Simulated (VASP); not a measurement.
Write the native input for VASP 6.6.1 that does the following.

```yaml
Task: single point
Functional: PBE
Dispersion: D3(BJ)
Potentials_or_basis: VASP PAW PBE potentials, release 64 (C, H, O)
Cutoff: 520 eV
k_mesh: 1 × 1 × 1
Occupations: fermi-dirac, width 0.02 eV
Spin: no spin polarisation
Dipole_correction: no
Further_INCAR_settings: LREAL = Auto; ALGO = Normal; EDIFF = 1e-07; NBANDS = 58
```

The structure of H2C3O lies in POSCAR:

```
H2C3O
1.0
    8.2582410000      0.0000000000      0.0000000000
    0.0000000000      8.2582410000      0.0000000000
    0.0000000000      0.0000000000      8.2582410000
C H O
12 8 4
Direct
    0.1194322132      0.7598470425      0.3227321654
    0.0034389890      0.8528571641      0.3105625036
    0.7595200963      0.0182363290      0.9899929053
    0.8866537075      0.0334695972      0.9166600975
    0.2769354878     -0.0483759193      0.6967706561
    0.3320198575      0.0931433219      0.6897836961
    0.2250842522      0.5003123547      0.0017558219
    0.3342721531      0.5920025826     -0.0393667368
    0.8685505787      0.1138983471      0.5358283925
    0.3257715535      0.1503952234      0.2463357512
    0.0588139775      0.4638518057      0.5195174130
    0.7157577503      0.5156667140      0.1165260253
   -0.0952624173      0.9323777303      0.3062395491
    0.2287048780      0.7038908165      0.3436688273
    0.9925842561      0.0973330761      0.8672912307
    0.6543524220     -0.0243877601      1.0552368234
    0.4036694981      0.1950899713      0.7065427129
    0.1998004175     -0.1465687427      0.6971460387
    0.4380230608      0.6547883502     -0.0509793793
    0.1325948226      0.4127271171      0.0239397228
    0.7830238909      0.1377533061      0.4362551299
    0.3880729565      0.0403596843      0.1908154533
   -0.0559077896      0.4639486787      0.5939642595
    0.7903135789      0.4031003697      0.1080375349
```

The cell was built by a generator and needn't be a form met in nature.

These files were run (other wordings do the same):

INCAR

```
SYSTEM = H2C3O
  PREC = Accurate
  ENCUT = 520
  EDIFF = 1E-7
  ISMEAR = -1
  SIGMA = 0.02
  LREAL = Auto
  LASPH = .True.
  NELM = 100
  ALGO = Normal
  ISIF = 2
  LWAVE = .False.
  LCHARG = .True.
  GGA = PE
  IVDW = 12
  LELF = .True.
  LVHAR = .True.
  NBANDS = 58
```

KPOINTS

```
regular mesh
0
Gamma
  1 1 1
  0 0 0
```

Potentials or basis: VASP PAW PBE potentials, release 64 (C, H, O).

Run with:

```console
$ cat potpaw_PBE.64/C/POTCAR potpaw_PBE.64/H/POTCAR potpaw_PBE.64/O/POTCAR > POTCAR
$ mpirun -np 1 vasp_gam > vasp.out
```

Results of the run:

* Pressure: 0.9 GPa
* Largest force: 5.745 eV/Å
* Band gap on the k mesh: 4.57 eV, direct
* Dispersion energy per atom: -0.039 eV

Caveat: the standard files for N, O and F lose accuracy on very short bonds.

It took 120 s on 1 thread of Intel(R) Xeon(R) Platinum 8375C CPU @ 2.90GHz (Ice Lake), with other jobs on the host, peak memory 0.52 GiB.
